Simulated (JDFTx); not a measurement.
The system is SiC (Moissanite).

```
Si C
1.0
     3.07600    0.00000    0.00000
    -1.53800    2.66389    0.00000
     0.00000    0.00000    5.04800
Si C
2 2
Direct
  0.66667 0.33333 0.50000
  0.33333 0.66667 0.00000
  0.66667 0.33333 0.88500
  0.33333 0.66667 0.38500
```

Program: JDFTx 1.7.0 (patched build). Alike in all runs: task single point; no spin polarisation; cell as given; smearing fermi-dirac 0.05 eV.

Task: Order these runs on this cell by their band gap on the k mesh, lowest first.
A. level r2SCAN; potentials or basis SG15-PBE-1.2 with smoothed tails; k mesh 5 × 5 × 2; cutoff (eV) 1361; local potential set to -Z/r beyond 6 bohr; pseudo rcut 6; mesh quality coarse
B. level PBE; potentials or basis PseudoDojo-SR-PBE-0.5-standard with smoothed tails; k mesh 5 × 5 × 2; cutoff (eV) 1116; local potential set to -Z/r beyond 6 bohr; pseudo rcut 6; mesh quality coarse
C. level PBEsol; potentials or basis PseudoDojo-SR-PBEsol-0.4.1-standard; k mesh 10 × 10 × 5; cutoff (eV) 1116; mesh quality not flagged
D. level RPBE; potentials or basis PseudoDojo-SR-PBE-0.5-standard with smoothed tails; k mesh 10 × 10 × 5; cutoff (eV) 1116; local potential set to -Z/r beyond 6 bohr; pseudo rcut 6; mesh quality not flagged

Result: C (2.33 eV), D (2.57 eV), B (2.82 eV), A (3.19 eV).

Caveats: some runs use coarse meshes; an odd mesh through Γ misses points on the zone boundary, where band edges often lie; the empty levels aren't tightly converged (some runs).

Not every run made on this cell is shown here.
